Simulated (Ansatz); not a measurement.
## Frozen normal mode in AlGa₃N₄

Method: DFT PBEsol, scalar-relativistic, plane waves, PAW (Ansatz). Cutoff 420 eV, Γ-centred 6×6×6 k-points, Gaussian smearing of 0.05 eV. No spin polarisation. Energies are free energies at this smearing, counted from the undisturbed cell; pressure is positive in compression.

The starting cell (relaxed at this level; it needn't be the usual structure):

```
CELL_PARAMETERS angstrom
4.46763 0.00000 0.00000
0.00000 4.46763 0.00000
0.00000 0.00000 4.46763
ATOMIC_POSITIONS crystal
Al 0.00000 0.00000 0.00000
Ga 0.50000 0.50000 0.00000
Ga 0.50000 0.00000 0.50000
Ga 0.00000 0.50000 0.50000
N 0.75503 0.75503 0.24497
N 0.75503 0.24497 0.75503
N 0.24497 0.75503 0.75503
N 0.24497 0.24497 0.24497
```

A zone-centre mode of this cell is frozen in: each atom moves by x times its row below, so x is the largest displacement.
```
atom ux uy uz
 Al1   0.000   0.000   0.000
 Ga2  -0.101   0.000   0.000
 Ga3   0.101   0.000  -0.101
 Ga4   0.000   0.000   0.101
  N5  -0.408   0.817   0.408
  N6   0.408   0.000  -0.408
  N7  -0.408  -0.817   0.408
  N8   0.408   0.000  -0.408
```

| x (Å) | ΔE (meV/cell) | force along the mode (eV/Å) | pressure (GPa) | gap on the mesh (eV) |
| --- | --- | --- | --- | --- |
| -0.2000 | 1093.1 | 11.42 | 4.6 | 2.15 |
| -0.1000 | 264.1 | 5.34 | ? | ? |
| 0.0000 | 0.0 | 0.00 | 0.0 | 2.29 |
| 0.0250 | 16.3 | -1.31 | 0.1 | 2.29 |
| 0.0500 | ? | -2.63 | 0.3 | ? |
| 0.0750 | 147.8 | -3.97 | 0.6 | 2.27 |
| 0.1250 | 415.3 | -6.76 | 1.8 | 2.24 |
| 0.1500 | 602.8 | -8.24 | 2.5 | 2.21 |
| 0.1750 | 828.1 | -9.79 | 3.5 | 2.19 |

By symmetry 0.2000 repeats -0.2000, -0.1500 repeats 0.1500, 0.1000 repeats -0.1000, -0.0500 repeats 0.0500 in energy; the slope of the energy along the path changes sign there.

Give the withheld values.

pressure (GPa) at x (Å) = -0.1000: 1.1; gap on the mesh (eV) at x (Å) = -0.1000: 2.26; ΔE (meV/cell) at x (Å) = 0.0500: 65.5; gap on the mesh (eV) at x (Å) = 0.0500: 2.28.